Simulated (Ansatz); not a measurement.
Take a crystal in which B has been replaced by Al on all its sites, with the cell rescaled by a rough guess (in some cases also distorted within its space group) and nothing relaxed:

```yaml
crystal:
  lattice:
    - [2.83615, 0.00000, 0.00000]
    - [-1.41807, 2.45618, 0.00000]
    - [0.00000, 0.00000, 7.54481]
  atoms:
    - { symbol: Al, position: [0.33333, 0.66667, 0.25000] }
    - { symbol: Al, position: [0.66667, 0.33333, 0.75000] }
    - { symbol: N, position: [0.33333, 0.66667, 0.75000] }
    - { symbol: N, position: [0.66667, 0.33333, 0.25000] }
```

Level of theory: Ansatz 0.2.0, DFT PBE, scalar-relativistic, plane waves, PAW.

Plane waves to 420 eV, a k mesh through Γ of 9×9×4 on the computed 4-atom cell and Gaussian smearing (0.02 eV); no spin polarisation.

Question: Will this cell want to expand or contract, and how hard?

Answer: The pressure is 56.4 GPa (positive in compression), so the cell would expand.

Question: Is it a metal on this mesh?

Answer: No: the gap is 2.77 eV, the least direct gap 3.03 eV.

Question: What is its energy against the elements in their standard states?

Answer: -0.256 eV/atom at this unrelaxed geometry, with the elements in the same functional.

An odd mesh misses points on the zone edge, so a gap read on it can be too wide. The cell holds layers, and where no dispersion correction was added their binding is poorly described.

This form isn't the usual stable structure of the compound.